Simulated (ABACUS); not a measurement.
Mo:

```xyz
1
Lattice="-1.5838 1.5838 1.5838 1.5838 -1.5838 1.5838 1.5838 1.5838 -1.5838" Properties=species:S:1:pos:R:3 pbc="T T T"
Mo    0.0000    0.0000    0.0000
```

- Program: ABACUS 3.10.1
- Task: relaxation of cell and atoms
- Functional: rSCAN
- Potentials or basis: SG15 ONCV 1.2 PBE
- Cutoff: 1279 eV
- Density cutoff: 5116 eV
- Basis: plane waves
- k mesh: 8 × 8 × 8
- Occupations: fermi-dirac, width 0.05 eV
- Spin: no spin polarisation

At the start: pressure -4.3 GPa; volume 15.89 Å³/atom.

**Question.** How do energy, volume and symmetry change on relaxing?

**Answer.** Over 4 steps the energy falls by 3.5 meV/atom and the volume is 15.63 Å³/atom (-1.6 %); space group Im-3m (No. 229, to 0.05 Å).

Step by step:
| step | energy change (eV) | largest force (eV/Å) | pressure (GPa) | volume (Å³) |
| --- | --- | --- | --- | --- |
| 1 | 0.0000 | 0.0000 | -4.27 | 15.89 |
| 2 | 0.0275 | 0.0000 | 14.06 | 14.90 |
| 3 | -0.0035 | 0.0000 | -0.09 | 15.64 |
| 4 | -0.0035 | 0.0000 | 0.01 | 15.63 |

Final structure:
```
CELL_PARAMETERS angstrom
-1.57520 1.57520 1.57520
1.57520 -1.57520 1.57520
1.57520 1.57520 -1.57520
ATOMIC_POSITIONS crystal
Mo 0.00000 0.00000 0.00000
```

Caveat: the potentials were made for another functional, which shifts forces and pressure.
